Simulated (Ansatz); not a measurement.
## Relativity in Ta

```
Ta
1.0
    -1.65128    1.65128    1.65128
     1.65128   -1.65128    1.65128
     1.65128    1.65128   -1.65128
Ta
1
Cartesian
  0.0000 0.0000 0.0000
```

The cell is COD entry 1541266, as deposited and not checked against the literature; nothing was relaxed.

One fixed cell is solved with PBE by PAW (frozen-core files) in Ansatz 0.2.0 under different relativistic treatments. Pressure is positive in compression.

The runs use a Γ-centred 17×17×17 k mesh, Fermi–Dirac smearing of 0.08 eV, cutoff 420 eV, no spin polarisation.

```
                 setting  P (GPa)  lowest level at Γ above −25 eV, from the valence-band top or, without a gap, the Fermi level (eV)
     scalar-relativistic        ?                                                                                              -7.90
with spin–orbit coupling        ?                                                                                              -7.87
```

Give the missing entry: row "scalar-relativistic", column "P (GPa)".

3.12.

Give the missing entry: row "with spin–orbit coupling", column "P (GPa)".

3.05.
